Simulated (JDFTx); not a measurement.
Mo:

```
Mo
1.0
    -1.58381    1.58381    1.58381
     1.58381   -1.58381    1.58381
     1.58381    1.58381   -1.58381
Mo
1
Direct
  0.00000 0.00000 0.00000
```

```yaml
Program: JDFTx 1.7.0 (patched build)
Task: relaxation of cell and atoms
Functional: r2SCAN
Potentials_or_basis: SG15-PBE-1.2 with smoothed tails
Cutoff: 1088 eV
Density_cutoff: 4354 eV
k_mesh: 6 × 6 × 6
Occupations: fermi-dirac, width 0.05 eV
Spin: no spin polarisation
```

At the start: pressure -5.8 GPa; volume 15.89 Å³/atom.

**Question.** How do energy, volume and symmetry change on relaxing?

**Answer.** Over 5 steps the energy falls by 6.2 meV/atom and the volume is 15.55 Å³/atom (-2.1 %); space group Im-3m (No. 229, to 0.05 Å).

The path:
| step | energy change (eV) | largest force (eV/Å) | pressure (GPa) | volume (Å³) |
| --- | --- | --- | --- | --- |
| 1 | 0.0000 | 0.0000 | -5.82 | 15.89 |
| 2 | -0.0015 | 0.0000 | -5.09 | 15.85 |
| 3 | -0.0062 | 0.0000 | -0.09 | 15.56 |
| 4 | -0.0062 | 0.0000 | 0.00 | 15.55 |
| 5 | -0.0062 | 0.0000 | 0.01 | 15.55 |

Final structure:
```cif
data_structure
_symmetry_space_group_name_H-M 'P 1'
_symmetry_Int_Tables_number 1
_cell_length_a 2.7237
_cell_length_b 2.7237
_cell_length_c 2.7237
_cell_angle_alpha 109.471
_cell_angle_beta 109.471
_cell_angle_gamma 109.471
_cell_volume 15.55
loop_
_atom_site_label
_atom_site_type_symbol
_atom_site_fract_x
_atom_site_fract_y
_atom_site_fract_z
_atom_site_occupancy
Mo1 Mo 0.00000 0.00000 0.00000 1
```

Caveat: the k mesh is coarse (spacing up to 0.47 Å⁻¹), so the values aren't converged; meta-GGA forces are noisy on this grid; the potentials were made for another functional, which shifts forces and pressure.
